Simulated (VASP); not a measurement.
# PtS2 (P-3m1) in VASP: notebook

One crystal, PtS2, is run at these levels: rev-vdW-DF2, PBE+D3(BJ), r2SCAN; tasks: relaxation of cell and atoms.

Everything below comes from runs of VASP 6.6.1. Logs are shortened: lines on timing, memory, paths and dates and some standing lists are left out, and cuts for length are marked.

## 1. Starting point

It takes space group P-3m1 (No. 164, trigonal). The conventional cell has a = 3.589 Å, b = 3.589 Å, c = 4.887 Å, α = 90.00°, β = 90.00°, γ = 120.00°. Pt (site symmetry -3m) has 6 S at 2.40 Å as nearest neighbours. S (site symmetry 3m) is surrounded by 3 Pt at 2.40 Å.

## 2. Relaxation of cell and atoms, rev-vdW-DF2

INCAR

```
SYSTEM = PtS2
AGGAC = 0.0
ALGO = Normal
EDIFF = 1E-7
EDIFFG = -0.005
ENCUT = 600
GGA = MK
IBRION = 2
ISIF = 3
ISMEAR = 0
KPAR = 2
LASPH = .TRUE.
LCHARG = .FALSE.
LREAL = .FALSE.
LUSE_VDW = .TRUE.
LWAVE = .FALSE.
NELM = 80
NSW = 90
PARAM1 = 0.1234
PARAM2 = 0.711357
PREC = Accurate
SIGMA = 0.03
ZAB_VDW = -1.8867
```

KPOINTS

```
k-points
0
G
  9 9 5
  0 0 0
```

POSCAR

```
PtS2                                    
1.0
    3.5886189501      0.0000000000      0.0000000000
   -1.7943094751      3.1078351753      0.0000000000
   -0.0000000000      0.0000000000      4.8869832571
  Pt              S             
     1     2
Direct
     0.0000000000000000    0.0000000000000000    0.0000000000000000
     0.3333333332999970    0.6666666667000030    0.2495327119046649
     0.6666666667000030    0.3333333332999970    0.7504672880953351
```

Potentials or basis: VASP PAW PBE potentials, release 64 (Pt, S).

Run with:

```console
> cat potpaw_PBE.64/Pt/POTCAR potpaw_PBE.64/S/POTCAR > POTCAR
> mpirun -np 2 vasp_std > vasp.out
```

OUTCAR:

```text
SYSTEM = PtS2
   EDIFF = 1E-7
   EDIFFG = -0.005
   ENCUT = 600
   GGA = MK
   IBRION = 2
   ISIF = 3
   ISMEAR = 0
   LASPH = .TRUE.
   LREAL = .FALSE.
   NELM = 80
   NSW = 90
   PREC = Accurate

 ion  position               nearest neighbor table
   1  0.000  0.000  0.000-   2 2.40   3 2.40   3 2.40   2 2.40   3 2.40   2 2.40
   2  0.333  0.667  0.250-   1 2.40   1 2.40   1 2.40
   3  0.667  0.333  0.750-   1 2.40   1 2.40   1 2.40

  LATTYP: Found a hexagonal cell.
 ALAT       =     3.5886189501
 C/A-ratio  =     1.3618005492

  Lattice vectors:

 A1 = (   3.5886189501,   0.0000000000,   0.0000000000)
 A2 = (  -1.7943094751,   3.1078351753,   0.0000000000)
 A3 = (   0.0000000000,   0.0000000000,   4.8869832571)

Analysis of symmetry for initial positions (statically):
=====================================================================
 Subroutine PRICEL returns:
 Original cell was already a primitive cell.

 Routine SETGRP: Setting up the symmetry group for a
 hexagonal supercell.

 Subroutine GETGRP returns: Found 12 space group operations
 (whereof 12 operations were pure point group operations)
 out of a pool of 24 trial point group operations.

The static configuration has the point symmetry D_3d.

Analysis of symmetry for dynamics (positions and initial velocities):
=====================================================================
 Subroutine PRICEL returns:
 Original cell was already a primitive cell.

 Routine SETGRP: Setting up the symmetry group for a
 hexagonal supercell.

 Subroutine GETGRP returns: Found 12 space group operations
 (whereof 12 operations were pure point group operations)
 out of a pool of 24 trial point group operations.

The dynamic configuration has the point symmetry D_3d.

 Subroutine INISYM returns: Found 12 space group operations
 (whereof 12 operations are pure point group operations),
 and found     1 'primitive' translations

----------------------------------------------------------------------------------------

                                     Primitive cell

  volume of cell :      54.5037

  direct lattice vectors                    reciprocal lattice vectors
     3.588618950  0.000000000  0.000000000     0.278658730  0.160883693  0.000000000
    -1.794309475  3.107835175  0.000000000     0.000000000  0.321767386  0.000000000
     0.000000000  0.000000000  4.886983257     0.000000000  0.000000000  0.204625215

  length of vectors
     3.588618950  3.588618950  4.886983257     0.321767386  0.321767386  0.204625215

  position of ions in fractional coordinates (direct lattice)
     0.000000000  0.000000000  0.000000000
     0.333333333  0.666666667  0.249532712
     0.666666667  0.333333333  0.750467288

[... 104 lines left out ...]
   AEXX    =    0.0000 exact exchange contribution
   IVDW_NL    =     1    kernel type
   BPARAM     = 6.3000
   IVDW    =     0    specifies the selected vdW correction
   LEPSILON=     F    determine dielectric tensor
   LRPA    =     F    only Hartree local field effects (RPA)
 conjugate gradient relaxation of ions
 non-spin polarized calculation
 Gauss-broadening in eV      SIGMA  =   0.03
  energy-cutoff  :      600.00
  volume of cell :       54.50
 maximum number of plane-waves:      1836
 NGX is ok and might be reduce to    30
   NGX = 15   NGY = 15   NGZ = 19

--------------------------------------- Ionic step        1  -------------------------------------------

 number of electron      22.0000003 magnetization

 Free energy of the ion-electron system (eV)
  ---------------------------------------------------
  ext. energy  EPLUGINS =         0.00000000
  ---------------------------------------------------
  free energy    TOTEN  =       -10.79365938 eV

  energy without entropy =      -10.79365938  energy(sigma->0) =      -10.79365938

------------------------ aborting loop because EDIFF is reached ----------------------------------------

  FORCE on cell =-STRESS in cart. coord.  units (eV):
  Direction    XX          YY          ZZ          XY          YZ          ZX
  --------------------------------------------------------------------------------------
  -------------------------------------------------------------------------------------
  Total       -0.0240683     -0.0240683      0.0206229      0.0000000      0.0000000      0.0000000
  in kB       -0.7075045     -0.7075045      0.6062249      0.0000000      0.0000000      0.0000000
  external PRESSURE =      -0.2695947 kB  Pullay stress =       0.0000000 kB
[... 143 lines left out ...]
--------------------------------------- Ionic step        5  -------------------------------------------

 number of electron      22.0000003 magnetization

 Free energy of the ion-electron system (eV)
  ---------------------------------------------------
  ext. energy  EPLUGINS =         0.00000000
  ---------------------------------------------------
  free energy    TOTEN  =       -10.79368882 eV

  energy without entropy =      -10.79368882  energy(sigma->0) =      -10.79368882

 E-fermi :   7.1122     XC(G=0): -10.8324

 val. band max:        6.9850323685   @ k =   0.0000   0.0000   0.0000
 cond. band min:       7.3722393659   @ k =   0.3333   0.3333   0.0000
 fundamental gap:      0.3872069975
 Fermi energy:         7.1121562179

 k-point     1 :       0.0000    0.0000    0.0000
  band No.  band energies     occupation
      1      -8.4341      2.00000
      2      -5.4146      2.00000
      3      -0.1578      2.00000
      4       0.3090      2.00000
      5       0.3090      2.00000
      6       3.0392      2.00000
      7       3.0392      2.00000
      8       4.7285      2.00000
      9       5.6512      2.00000
     10       5.6512      2.00000
     11       6.9850      2.00000
     12       8.5444      0.00000
     13       8.5444      0.00000
     14      11.1304      0.00000
[... 401 lines left out ...]
      2      -5.9802      2.00000
      3       0.2472      2.00000
      4       0.6847      2.00000
      5       1.2899      2.00000
      6       1.7978      2.00000
      7       2.5624      2.00000
      8       3.6999      2.00000
      9       4.8928      2.00000
     10       5.1551      2.00000
     11       6.3458      2.00000
     12       7.5421      0.00000
     13       8.3845      0.00000
     14      12.0929      0.00000
     15      13.7992      0.00000

 [... further k-points ...]

------------------------ aborting loop because EDIFF is reached ----------------------------------------

  FORCE on cell =-STRESS in cart. coord.  units (eV):
  Direction    XX          YY          ZZ          XY          YZ          ZX
  --------------------------------------------------------------------------------------
  -------------------------------------------------------------------------------------
  Total        0.0028278      0.0028278      0.0027817     -0.0000000      0.0000000     -0.0000000
  in kB        0.0831564      0.0831564      0.0818023     -0.0000000      0.0000000     -0.0000000
  external PRESSURE =       0.0827051 kB  Pullay stress =       0.0000000 kB
[... 22 lines left out ...]
  energy  without entropy=      -10.7936888169  energy(sigma->0) =      -10.79368882

Total vdW correction in eV:      2.8697471

 reached required accuracy - stopping structural energy minimisation
```

OSZICAR:

```text
N       E                     dE             d eps       ncg     rms          rms(c)
DAV:   1     0.134042704767E+03    0.13404E+03   -0.11426E+04  1500   0.147E+03
DAV:   2    -0.595898964437E+01   -0.14000E+03   -0.13679E+03  1914   0.264E+02
[... 36 lines left out ...]
DAV:   1    -0.107937233775E+02   -0.42279E-04   -0.98478E-04  1556   0.262E-01    0.353E-02
DAV:   2    -0.107936942015E+02    0.29176E-04   -0.16413E-04  1640   0.136E-01    0.295E-02
DAV:   3    -0.107936895595E+02    0.46421E-05   -0.15840E-05  1689   0.427E-02    0.109E-02
DAV:   4    -0.107936885257E+02    0.10338E-05   -0.56605E-06  1682   0.145E-02    0.450E-03
DAV:   5    -0.107936886418E+02   -0.11612E-06   -0.22101E-07  1303   0.497E-03    0.282E-03
DAV:   6    -0.107936888058E+02   -0.16401E-06   -0.63969E-08   799   0.233E-03    0.387E-04
DAV:   7    -0.107936888169E+02   -0.11076E-07   -0.12753E-08   771   0.876E-04
   5 F= -.10793689E+02 E0= -.10793689E+02  d E =-.419774E-05
```

Wall time 2.3 min (2 MPI ranks of Intel Xeon 6975P-C (Granite Rapids), shared host); peak memory 0.43 GiB.

What came out:

```yaml
Free_energy: -10.7937 eV
Relaxed_volume: 18.16 Å³/atom
Relaxed_cell: a = 3.587 Å, b = 3.587 Å, c = 4.891 Å, α = 90.00°, β = 90.00°, γ = 120.00°
Space_group_after_relaxing_to_0.05_Å: P-3m1 (No. 164)
Energy_gained_by_relaxing: 0.0 meV/atom
Ionic_steps: 5
Pressure_after_relaxing: 0.0 GPa
Band_gap_on_the_k_mesh: 0.39 eV, indirect (least direct gap 0.92 eV)
```

Final structure:
```cif
data_structure
_symmetry_space_group_name_H-M 'P 1'
_symmetry_Int_Tables_number 1
_cell_length_a 3.5866
_cell_length_b 3.5866
_cell_length_c 4.8905
_cell_angle_alpha 90.000
_cell_angle_beta 90.000
_cell_angle_gamma 120.000
_cell_volume 54.48
loop_
_atom_site_label
_atom_site_type_symbol
_atom_site_fract_x
_atom_site_fract_y
_atom_site_fract_z
_atom_site_occupancy
Pt1 Pt 0.00000 0.00000 0.00000 1
S1 S 0.33333 0.66667 0.24972 1
S2 S 0.66667 0.33333 0.75028 1
```

Caveat: the PAW data sets were made with another functional, which shifts forces and pressure a little; spin-orbit coupling is left out, which moves the levels of the heavy elements; an odd mesh through Γ misses points on the zone boundary, where band edges often lie.

## 3. Relaxation of cell and atoms, PBE+D3(BJ)

This run uses another cell than the first one, of 18.26 Å³/atom, 1.005 times its volume.

INCAR

```
SYSTEM = PtS2
PREC = Accurate ; ENCUT = 600
EDIFF = 1E-6 ; ISMEAR = 0
SIGMA = 0.03 ; LREAL = .FALSE.
LASPH = .TRUE. ; NELM = 80
ALGO = Normal ; ISIF = 3
LWAVE = .FALSE. ; LCHARG = .FALSE.
GGA = PE ; IVDW = 12
IBRION = 2 ; NSW = 90
EDIFFG = -0.01 ; KPAR = 4
```

KPOINTS

```
regular mesh
0
G
  9 9 5
  0 0 0
```

POSCAR

```
PtS2
1.0
    3.5432000000      0.0000000000      0.0000000000
   -1.7716000000      3.0685012107      0.0000000000
    0.0000000000      0.0000000000      5.0388000000
Pt S
1 2
Direct
    0.0000000000      0.0000000000      0.0000000000
    0.3333333333      0.6666666667      0.2270000000
    0.6666666667      0.3333333333      0.7730000000
```

Potentials or basis: VASP PAW PBE potentials, release 64 (Pt, S).

Run with:

```console
> cat potpaw_PBE.64/Pt/POTCAR potpaw_PBE.64/S/POTCAR > POTCAR
> mpirun -np 4 vasp_std > vasp.out
```

OUTCAR:

```text
SYSTEM = PtS2
   PREC = Accurate
   ENCUT = 600
   EDIFF = 1E-6
   ISMEAR = 0
   LREAL = .FALSE.
   LASPH = .TRUE.
   NELM = 80
   ISIF = 3
   GGA = PE
   IVDW = 12
   IBRION = 2
   NSW = 90
   EDIFFG = -0.01
 IVDW          = 12

 ion  position               nearest neighbor table
   1  0.000  0.000  0.000-   2 2.34   3 2.34   3 2.34   2 2.34   3 2.34   2 2.34
   2  0.333  0.667  0.227-   1 2.34   1 2.34   1 2.34
   3  0.667  0.333  0.773-   1 2.34   1 2.34   1 2.34

  LATTYP: Found a hexagonal cell.
 ALAT       =     3.5432000000
 C/A-ratio  =     1.4221043125

  Lattice vectors:

 A1 = (   3.5432000000,   0.0000000000,   0.0000000000)
 A2 = (  -1.7716000000,   3.0685012107,   0.0000000000)
 A3 = (   0.0000000000,   0.0000000000,   5.0388000000)

Analysis of symmetry for initial positions (statically):
=====================================================================
 Subroutine PRICEL returns:
 Original cell was already a primitive cell.

 Routine SETGRP: Setting up the symmetry group for a
 hexagonal supercell.

 Subroutine GETGRP returns: Found 12 space group operations
 (whereof 12 operations were pure point group operations)
 out of a pool of 24 trial point group operations.

The static configuration has the point symmetry D_3d.

Analysis of symmetry for dynamics (positions and initial velocities):
[... 285 lines left out ...]

--------------------------------------- Ionic step       17  -------------------------------------------

 number of electron      21.9999997 magnetization

------------------------ aborting loop because EDIFF is reached ----------------------------------------
[... 77 lines left out ...]
--------------------------------------- Ionic step       19  -------------------------------------------

 number of electron      21.9999997 magnetization

 Free energy of the ion-electron system (eV)
  ---------------------------------------------------
  ext. energy  EPLUGINS =         0.00000000
  ---------------------------------------------------
  free energy    TOTEN  =       -15.31918556 eV

  energy without entropy =      -15.31918541  energy(sigma->0) =      -15.31918548

 E-fermi :   8.0389     XC(G=0): -11.0306

 val. band max:        7.9628271066   @ k =   0.0000   0.0000   0.0000
 cond. band min:       8.1290394693   @ k =  -0.1111   0.3333   0.4000
 fundamental gap:      0.1662123627
 Fermi energy:         8.0388818728

 k-point     1 :       0.0000    0.0000    0.0000
  band No.  band energies     occupation
      1      -8.0099      2.00000
      2      -4.6057      2.00000
      3       0.3139      2.00000
      4       0.8541      2.00000
      5       0.8541      2.00000
      6       3.6977      2.00000
      7       3.6977      2.00000
      8       5.4545      2.00000
      9       6.3476      2.00000
     10       6.3476      2.00000
     11       7.9628      1.99966
     12       9.1399      0.00000
     13       9.1399      0.00000
     14      11.5955      0.00000
[... 401 lines left out ...]
      2      -5.3185      2.00000
      3       0.7310      2.00000
      4       1.2550      2.00000
      5       1.8359      2.00000
      6       2.4837      2.00000
      7       3.2475      2.00000
      8       4.3664      2.00000
      9       5.5031      2.00000
     10       5.8745      2.00000
     11       7.0885      2.00000
     12       8.3635      0.00000
     13       9.1505      0.00000
     14      12.8344      0.00000
     15      14.4812      0.00000

 [... further k-points ...]

------------------------ aborting loop because EDIFF is reached ----------------------------------------

 Edisp (eV)   -1.35198

 E8    (eV) :    -0.5427
[... 26 lines left out ...]
  FREE ENERGIE OF THE ION-ELECTRON SYSTEM (eV)
  ---------------------------------------------------
  free  energy   TOTEN  =       -16.6711695477 eV

  energy  without entropy=      -16.6711694014  energy(sigma->0) =      -16.67116947

 reached required accuracy - stopping structural energy minimisation
```

CONTCAR:

```text
PtS2
   1.00000000000000
     3.5785957095000289    0.0000000000000001    0.0000000000000001
    -1.7892978547500145    3.0991547943122999    0.0000000000000002
     0.0000000000000000    0.0000000000000005    4.6806846558356456
  Pt              S
     1     2
Direct
     0.0000000000000000    0.0000000000000000    0.0000000000000000
     0.3333333332999970    0.6666666667000030    0.2575685186327985
     0.6666666667000030    0.3333333332999970    0.7424314813672016

  0.00000000E+00  0.00000000E+00  0.00000000E+00
  0.00000000E+00  0.00000000E+00  0.00000000E+00
  0.00000000E+00  0.00000000E+00  0.00000000E+00
```

Run time: 1.8 min. Hardware: 4 MPI ranks of Intel Xeon Platinum 8488C (Sapphire Rapids), shared host; peak memory 0.23 GiB.

Results:

```
Free energy                            : -16.6712 eV
Relaxed volume                         : 17.30 Å³/atom
Relaxed cell                           : a = 3.579 Å, b = 3.579 Å, c = 4.681 Å, α = 90.00°, β = 90.00°, γ = 120.00°
Space group after relaxing (to 0.05 Å) : P-3m1 (No. 164)
Energy gained by relaxing              : 43.8 meV/atom
Ionic steps                            : 19
Pressure after relaxing                : 0.0 GPa
Largest force after relaxing           : 0.003 eV/Å
Band gap on the k mesh                 : 0.17 eV, indirect (least direct gap 0.94 eV)
Dispersion energy per atom             : -0.451 eV
```

Forces on the atoms (eV/Å):
```
Pt   0.000  0.000  0.000
S    0.000  0.000  0.003
S    0.000  0.000 -0.003
```

The path:
| step | energy change (eV) | largest force (eV/Å) | pressure (GPa) | volume (Å³) |
| --- | --- | --- | --- | --- |
| 1 | 0.0000 | 1.2457 | 7.29 | 54.78 |
| 2 | 0.1353 | 0.9046 | -11.33 | 61.64 |
| 3 | -0.0790 | 0.3172 | -1.13 | 57.21 |
| 4 | -0.0791 | 0.3407 | -0.91 | 57.13 |
| 5 | -0.0925 | 0.2305 | -0.65 | 56.62 |
| 6 | -0.1002 | 0.0717 | -0.26 | 55.91 |
| 7 | -0.1003 | 0.0581 | -0.22 | 55.85 |
| 8 | -0.1049 | 0.0603 | -0.18 | 55.47 |
| 9 | -0.1170 | 0.0691 | 0.02 | 54.32 |
| 10 | -0.1302 | 0.0954 | 0.85 | 52.01 |
| 11 | -0.1248 | 0.2079 | -2.36 | 52.53 |
| 12 | -0.1313 | 0.0061 | -0.09 | 52.16 |
| 13 | -0.1313 | 0.0037 | -0.12 | 52.16 |
| 14 | -0.1314 | 0.0002 | -0.11 | 52.09 |
| 15 | -0.1314 | 0.0049 | -0.13 | 52.00 |
| 16 | -0.1314 | 0.0138 | -0.13 | 51.84 |
| 17 | -0.1314 | 0.0066 | -0.12 | 51.96 |
| 18 | -0.1313 | 0.0334 | 0.40 | 51.78 |
| 19 | -0.1314 | 0.0033 | 0.01 | 51.91 |

Final structure:
```yaml
crystal:
  lattice:
    - [3.57860, 0.00000, 0.00000]
    - [-1.78930, 3.09915, 0.00000]
    - [0.00000, 0.00000, 4.68068]
  atoms:
    - { symbol: Pt, position: [0.00000, 0.00000, 0.00000] }
    - { symbol: S, position: [0.33333, 0.66667, 0.25757] }
    - { symbol: S, position: [0.66667, 0.33333, 0.74243] }
```

Levels at points of the mesh, in eV from the valence-band top:
```csv
k point,band 7,band 8,band 9,band 10,band 11,band 12,band 13,band 14,band 15
"(0.00, 0.00, 0.00)",-4.27,-2.51,-1.62,-1.62,0.00,1.18,1.18,3.63,5.01
```

Caveat: spin-orbit coupling is left out, which moves the levels of the heavy elements; an odd mesh through Γ misses points on the zone boundary, where band edges often lie.

[end of part 1 of 2]
